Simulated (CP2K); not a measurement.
The system is Al.

```
Al
1.0
     2.82449    0.00000    0.00000
    -0.88084    2.49445    0.00000
    -0.87938   -1.36374    2.28174
Al
1
Direct
  0.00000 0.00000 0.00000
```

This isn't the form of Al at room conditions, which is fcc.

Base run:

```yaml
Program: CP2K 2026.2
Functional: vdW-DF-cx
Potentials_or_basis: POTENTIAL_UZH Al GTH-PBE-q3; TZVP-MOLOPT-PBE-GTH basis
Density_cutoff: 9184 eV
k_mesh: 11 × 12 × 12
Occupations: fermi-dirac, width 0.05 eV
Spin: no spin polarisation
```

Its results: band gap on the k mesh none (metal or under the smearing width); pressure 4.8 GPa.

After a change of settings the same cell gave: band gap on the k mesh none (metal or under the smearing width); pressure 6.1 GPa. Which change was it?
A. functional from vdW-DF-cx to MS2
B. functional from vdW-DF-cx to BLYP
C. functional from vdW-DF-cx to rev-vdW-DF2
D. functional from vdW-DF-cx to PBEsol

B.

Caveats: the potentials were made for another functional, which shifts forces and pressure; the basis of atomic orbitals isn't converged, which shifts pressures, moduli and gaps.

Runs at the PBE level aren't shown here.
